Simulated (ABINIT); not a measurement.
Set up this calculation in ABINIT 10.8.3 (patched build), as the native input.

```yaml
Task: band structure
Functional: PBE
Potentials_or_basis: JTH PAW PBE v2.0
Cutoff: 435 eV
k_mesh: 8 × 8 × 5
Occupations: fermi-dirac, width 0.05 eV
Spin: spin-orbit coupling, no magnetisation
Fine-grid_cutoff: 870.764 eV
```

The system is Y.

```
CELL_PARAMETERS angstrom
3.64740 0.00000 0.00000
-1.82370 3.15874 0.00000
0.00000 0.00000 5.73060
ATOMIC_POSITIONS crystal
Y 0.66667 0.33333 0.75000
Y 0.33333 0.66667 0.25000
```

One way to write it, as run:

run.abi

```
ndtset 2

pp_dirpath "./"
pseudos "Y.GGA_PBE-JTH.xml"

acell 3*1.0 Angstrom
rprim
     3.6474000000     0.0000000000     0.0000000000
    -1.8237000000     3.1587410578     0.0000000000
     0.0000000000     0.0000000000     5.7306000000
ntypat 1
znucl 39
natom 2
typat 1 1
xcart
     1.8237000002     1.0529136858     4.2979500000
    -0.0000000002     2.1058273720     1.4326500000 Angstrom

ecut 16.0
pawecutdg 32.0
pawxcdev 0

ixc 11

occopt 3
tsmear 0.05 eV

nspinor 2
nspden 1
pawspnorb 1

nstep 100

iomode 3
prtwf 0
prteig 0
prtebands 0
prtden1 1

kptopt1 4
ngkpt1 8 8 5
nshiftk1 1
shiftk1 0.0 0.0 0.0
nband1 30
tolvrs1 1.0e-9

iscf2 -2
getden2 1
nband2 42
nbdbuf2 8
tolwfr2 1.0e-11
kptopt2 -7
ndivsm2 8
prteig2 1
prtvol2 -3
kptbounds2
     0.0000000000     0.0000000000     0.0000000000
     0.5000000000     0.0000000000     0.0000000000
     0.3333333333     0.3333333333     0.0000000000
     0.0000000000     0.0000000000     0.0000000000
     0.0000000000     0.0000000000     0.5000000000
     0.5000000000     0.0000000000     0.5000000000
     0.3333333333     0.3333333333     0.5000000000
     0.0000000000     0.0000000000     0.5000000000
```

Potentials or basis: JTH PAW PBE v2.0.

The run is started by

```sh
$ abinit run.abi > log 2>&1
```

It gave:

```
Pressure                                              : -0.2 GPa
Band gap on the k mesh                                : none (metal or under the smearing width)
Valence electrons inside the program's atomic spheres : Y 8.05 (radii [1.1748] Å)
```

It took 4.3 min on 1 thread of Arm Neoverse V1 (shared host), peak memory 0.25 GiB.
